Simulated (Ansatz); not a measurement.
# SrO at -1 GPa: from Born charge to LO–TO splitting and polaron coupling

Method: Ansatz 0.2.0, DFT PBE, scalar-relativistic, plane waves, PAW. Plane waves to 420 eV; Γ-centred k mesh 8×8×8; fixed occupations. No spin polarisation. Phonons by linear response, acoustic sum rule imposed.

The cell, relaxed at -1 GPa:
```yaml
crystal:
  lattice:
    - [0.00000, 2.60804, 2.60804]
    - [2.60804, 0.00000, 2.60804]
    - [2.60804, 2.60804, 0.00000]
  atoms:
    - { symbol: Sr, position: [0.00000, 0.00000, 0.00000] }
    - { symbol: O, position: [0.50000, 0.50000, 0.50000] }
```

Linear response gives ν_TO = 182.0 cm⁻¹, Born charges ±2.431 e (positive on Sr) and ε∞ = 3.785. The primitive cell holds 35.479 Å³, and the masses are 87.620 and 15.999 amu.

Task: Find ν_LO and the static dielectric constant.

Result: The long-wave field adds a restoring force: ω_LO² − ω_TO² = Z*²e²/(ε_vac ε∞ μV). In these units ν_LO² − ν_TO² = 4.92064×10⁷ Z*²/(μ V ε∞) cm⁻², with μ = m₁m₂/(m₁ + m₂) = 13.529 amu: 160029 cm⁻². So ν_LO = √(182.0² + 160029) = 439.5 cm⁻¹, and the run gives 439.5. Lyddane–Sachs–Teller then gives ε0 = ε∞ (ν_LO/ν_TO)² = 22.06, against 22.06 in the run (it forms both from the same three quantities, so the match checks the arithmetic only). Between ν_TO and ν_LO the dielectric function is negative and an undamped crystal reflects fully: a reststrahlen band from 22.8 to 54.9 μm.

Task: What do the Clausius–Mossotti polarisability and the Szigeti charge come to?

Result: With the Lorentz local field, α = (3V/4π)(ε∞ − 1)/(ε∞ + 2) = 4.08 Å³ for the pair, and e_S = 3Z*/(ε∞ + 2) = 1.26 e. The Born charge includes the electrons' response to the dipole's own local field, and e_S takes that enhancement out. The Lorentz field assumes point-like polarisable ions, a fair picture at this small ε∞.

Task: How strongly does a slow electron couple to the LO mode?

Result: For one isotropic parabolic band, Fröhlich's constant is α_F = (1/ε∞ − 1/ε0) √(m* Ry/ħω_LO), with Ry = 13.606 eV, ħω_LO = 54.5 meV and m* in free-electron masses: α_F = 0.2189 × 15.80 × √m* = 3.46 √m*. The band mass isn't part of this run; for m* = 0.1, 0.3 and 1 it gives 1.09, 1.89, 3.46. In weak coupling the polaron lies α_F ħω_LO below the band edge (103 meV at m* = 0.3) with a mass m*(1 + α_F/6); past α_F of about 5 or 6 that expansion fails. A semilocal functional's ε∞ tends to be too large, which taken alone lowers α_F.

Cost: 1 run of about 0.46 core-minutes, on Arm Neoverse V2 (shared hosts).